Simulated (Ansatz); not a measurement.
Crystal: TiO2.

```
Ti O
1.0
     6.15358   -1.88347    0.00000
     6.15358    1.88347    0.00000
    -1.92833    0.00000    6.32897
Ti O
4 8
Direct
  0.90007 0.90007 0.28960
  0.19529 0.19529 0.28376
  0.09993 0.09993 0.71040
  0.80471 0.80471 0.71624
  0.36193 0.36193 0.29340
  0.26349 0.26349 0.65250
  0.86719 0.86719 0.99529
  0.73651 0.73651 0.34750
  0.94165 0.94165 0.63002
  0.13281 0.13281 0.00471
  0.63807 0.63807 0.70660
  0.05835 0.05835 0.36998
```

The cell comes from a database or a generator and needn't be the stable form of this composition.

Program: Ansatz 0.2.0. Alike in all runs: potentials or basis Ansatz PAW; no spin polarisation; cell as given; cutoff (eV) 420; smearing fermi-dirac 0.05 eV.

Order these runs on this cell by their pressure, lowest first.
A. level PBE; k mesh 3 × 3 × 2; mesh quality coarse
B. level rPW86-PBE; k mesh 8 × 8 × 4; points for each segment of the path 10; mesh quality not flagged
C. level PBEsol; k mesh 8 × 8 × 4; points for each segment of the path 10; mesh quality not flagged

C (-6.7 GPa), A (-1.2 GPa), B (3.1 GPa).

Caveats: some runs use coarse meshes; the PAW data sets come from PBE, with cores solved anew for the run's functional, which leaves a small shift of forces and pressure (some runs).
